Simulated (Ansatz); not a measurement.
# Ti: response to a shear that moves c along a

Aim: apply a shear that moves c along a to Ti from +0 to +6 %, where the cell is held and the atoms relax, and follow energy, stress and any gap.

Program: Ansatz 0.2.0. Level of theory: DFT PBEsol, scalar-relativistic, plane waves, PAW. These are calculated values, not measurements.

2 further runs of the same task are left out: 2 set aside as unsound or not needed.

## 1. The system as given

The structure is hexagonal, space group P6_3/mmc (No. 194). Conventional cell: a = 2.900 Å, b = 2.900 Å, c = 4.591 Å, α = 90.00°, β = 90.00°, γ = 120.00°. Ti (site symmetry -6m2) has 12 Ti at 2.84 to 2.90 Å as nearest neighbours.

Coordinates:

```
CELL_PARAMETERS angstrom
2.90044 0.00000 0.00000
-1.45022 2.51185 0.00000
0.00000 0.00000 4.59099
ATOMIC_POSITIONS crystal
Ti 0.33333 0.66667 0.25000
Ti 0.66667 0.33333 0.75000
```

It is the result of an earlier relaxation at this level (volume 16.72 Å³/atom; gap on the mesh: none (metal)).

The unstrained cell was computed beforehand with the same settings: E(σ→0) = -4947.7935 eV for 2 atoms, gap none (metal).

## 2. The cell strained by +1.0 %

input.yaml

```yaml
crystal:
  lattice:
    - [2.9004352003, 0.0, 0.0]
    - [-1.4502176002, 2.5118505655, 0.0]
    - [0.0459099045, 0.0, 4.5909904466]
  atoms:
    - { symbol: Ti, position: [0.3333333333, 0.6666666667, 0.25] }
    - { symbol: Ti, position: [0.6666666667, 0.3333333333, 0.75] }
basis:
  ecutwfc: 420
kpoints:
  mp_grid: { grid: [24, 24, 12] }
hamiltonian:
  xc: pbesol
scf:
  occupations: { method: gaussian, width: 0.1 }
output:
  forces: true
  stress: true
  eigenvalues: true
relax:
  adjacent_minimum: "off"
  f_tol: 0.008
  max_steps: 40
```

On the command line:

```bash
> ansatz run input.yaml --threads 1 --pin off --max-ram 2560MiB --backend cpu --events-out ev --progress --plain --runs-dir out
```

Further runs follow: the cell strained by +2.0 %; At +3.0 %; the cell strained by +4.0 %; the cell strained by +6.0 %.

Q: Predict the outcome of this session.

**Answer**, as computed:

| quantity | value |
| --- | --- |
| largest energy cost | 8.1 meV/atom at +6.0 % |
| (1/V) d²E/dε², parabola through all points | 42 GPa |

A parabola through all points has a curvature of 42 GPa, a rough value of the shear constant of this plane and direction.
